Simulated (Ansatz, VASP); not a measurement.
Ti: VASP beside Ansatz

The input INCAR:

```
SYSTEM = Ti
PREC     = Accurate       ! precision mode
ENCUT    = 520            ! plane-wave cutoff, eV
EDIFF    = 1E-6           ! SCF threshold, eV
ISMEAR   = -1             ! smearing method
SIGMA    = 0.08           ! smearing width, eV
LREAL    = .False.        ! projectors in reciprocal space
LASPH    = .True.         ! aspherical terms in the spheres
NELM     = 80             ! most SCF steps
ALGO     = Normal         ! electronic algorithm
ISIF     = 2              ! what is computed and relaxed
LWAVE    = .False.        ! write WAVECAR
LCHARG   = .True.         ! write CHGCAR
GGA      = PS             ! functional
LELF     = .True.         ! ELF
LVHAR    = .True.       
NBANDS   = 12             ! bands
```

The input KPOINTS:

```
regular mesh
0
Gamma
  17 17 17
  0 0 0
```

File POSCAR:

```
Ti
1.0
   -1.6410000000      1.6410000000      1.6410000000
    1.6410000000     -1.6410000000      1.6410000000
    1.6410000000      1.6410000000     -1.6410000000
Ti
1
Direct
    0.0000000000      0.0000000000      0.0000000000
```

Input for Ansatz:

```yaml
crystal:
  lattice:
    - [-1.641, 1.641, 1.641]
    - [1.641, -1.641, 1.641]
    - [1.641, 1.641, -1.641]
  atoms:
    - { symbol: Ti, position: [0.0, 0.0, 0.0] }
kpoints:
  mp_grid: { grid: [17, 17, 17] }
  band_path:
    path:
      - [0.0, 0.0, 0.0]
      - [0.5, -0.5, 0.5]
      - [0.0, 0.0, 0.5]
      - [0.0, 0.0, 0.0]
      - [0.25, 0.25, 0.25]
      - [0.5, -0.5, 0.5]
      - [0.25, 0.25, 0.25]
      - [0.0, 0.0, 0.5]
    npoints: 14
scf:
  occupations: { method: fermi_dirac, width: 0.08 }
hamiltonian:
  xc: pbesol
  pseudopotentials: { kind: all_electron, lapw: { basis_error: 0.001 } }
output:
  forces: true
  stress: true
  eigenvalues: true
  fatbands: true
  populations: true
  dos: { projected: true, de: 0.2, e_range: [-14, 8] }
```

This isn't the form of Ti at room conditions, which is hcp.

Alike in both runs: task single point; functional PBEsol; k mesh 17 × 17 × 17; occupations fermi-dirac, width 0.08 eV; no spin polarisation.

|  | VASP | Ansatz |
| --- | --- | --- |
| version | VASP 6.6.1 | Ansatz 0.2.0 |
| potentials or method | VASP PAW PBE potentials, release 64 (Ti_sv) | all-electron LAPW, scalar-relativistic |
| plane-wave cutoff (eV) | 520 | see its input |

|  | VASP | Ansatz | Ansatz less VASP |
| --- | --- | --- | --- |
| pressure (GPa) | -6.7 | -6.5 | +0.17 |

Ansatz ran all-electron here, so the differences hold the error of VASP's frozen core and of both bases.

Caveats: the PAW data sets were made with another functional, which shifts forces and pressure a little (VASP).
